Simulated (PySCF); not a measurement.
From one molecule to another.

First species: C5H14AlN.
SMILES: `C[N@@H+]([AlH3-])C1CCC1`

Second species: C3H10N (charge +1).
InChI=1S/C3H9N/c1-2-3-4/h2-4H2,1H3/p+1

Levels: wB97X-D/def2-SVPD for HOMO energy, LUMO energy, HOMO–LUMO gap, static isotropic polarisability and electronic spatial extent ⟨r²⟩ about the centre of nuclear charge; TDDFT wB97X-D/def2-SVPD for lowest singlet excitation; TDA wB97X-D/def2-SVPD for lowest triplet excitation (Tamm–Dancoff); ΔSCF wB97X-D/def2-SVPD for vertical ionisation energy; PBE0-D3(BJ)/def2-SVP for rotational constant A and rotational constant C. Geometries: PBE0-D3(BJ)/def2-SVP. Each species is one conformer at its optimised geometry, gas phase, non-relativistic unless stated. Electronic properties by PySCF.

The conformers computed, where there is a choice (atom-mapped SMILES and torsion angles):
- `[CH3:1][N@@H+:2]([AlH3-:3])[CH:4]1[CH2:5][CH2:6][CH2:7]1`: C1–N2–C4–C5 169°
- `[CH3:1][CH2:2][CH2:3][NH3+:4]`: C1–C2–C3–N4 -61°

```csv
property,column X,column Y
HOMO energy,-9.18 eV,-16.15 eV
LUMO energy,1.73 eV,-3.06 eV
HOMO–LUMO gap,10.91 eV,13.09 eV
lowest singlet excitation,6.74 eV,9.03 eV
lowest triplet excitation (Tamm–Dancoff),6.46 eV,8.94 eV
static isotropic polarisability,99.0 au,43.2 au
vertical ionisation energy,9.64 eV,16.76 eV
electronic spatial extent ⟨r²⟩ about the centre of nuclear charge,1191 bohr²,355 bohr²
rotational constant A,3.554 GHz,12.971 GHz
rotational constant C,1.050 GHz,4.055 GHz
```

Problem. Which column belongs to which species?

Solution. Column X is the first species and column Y the second. The first has 21 atoms and 64 electrons, the second 14 and 34; their charges are 0 and +1, their HOMO energies -9.18 eV and -16.15 eV.

Problem. How does each property change from the first species to the second?

Solution. HOMO energy -6.97 eV; LUMO energy -4.79 eV; HOMO–LUMO gap +2.18 eV; lowest singlet excitation +2.29 eV; lowest triplet excitation (Tamm–Dancoff) +2.48 eV; static isotropic polarisability -55.8 au; vertical ionisation energy +7.12 eV; electronic spatial extent ⟨r²⟩ about the centre of nuclear charge -836 bohr²; rotational constant A +9.417 GHz; rotational constant C +3.005 GHz.

On the first: No computed singlet falls in the visible range (750 to 380 nm, 1.65 to 3.26 eV); S1 lies 3.48 eV above its blue end. The ΔSCF ionisation energy exceeds −ε(HOMO) by 0.46 eV with wB97X-D; the lowest state found was started with its hole in HOMO−1.

On the second: The vertical singlet–triplet gap S1 − T1 is 0.09 eV (TDDFT singlet less Tamm–Dancoff triplet; S1: HOMO→LUMO, weight 0.91; T1: HOMO→LUMO, weight 0.88). The 10 singlets span 9.03 to 10.99 eV, and their oscillator strengths add up to 0.34.
